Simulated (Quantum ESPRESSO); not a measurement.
The system is PbO2.

```
CELL_PARAMETERS angstrom
0.00000 2.70199 2.70199
2.70199 0.00000 2.70199
2.70199 2.70199 0.00000
ATOMIC_POSITIONS crystal
Pb 0.00000 0.00000 0.00000
O 0.75000 0.75000 0.75000
O 0.25000 0.25000 0.25000
```

The cell comes from a database or a generator and needn't be the stable form of this composition.

Base run:

| Quantity | Value |
| --- | --- |
| Program | Quantum ESPRESSO 7.5 |
| Functional | LDA |
| Potentials or basis | GBRV 1.5 LDA |
| Cutoff | 612 eV |
| Density cutoff | 4898 eV |
| k mesh | 9 × 9 × 9 |
| Occupations | fermi-dirac, width 0.05 eV |
| Spin | no spin polarisation |

Its results: band gap on the k mesh none (metal or under the smearing width); pressure -10.4 GPa.

Q: The run is repeated on the same cell with these changes: functional from LDA to PBEsol; potentials or basis from GBRV 1.5 LDA to GBRV 1.5 PBEsol. What comes out?

A: Band gap on the k mesh none (metal or under the smearing width); pressure -6.2 GPa.

Caveats: some levels on the path didn't converge (some runs); spin-orbit coupling is left out, which moves the levels of the heavy elements (some runs).
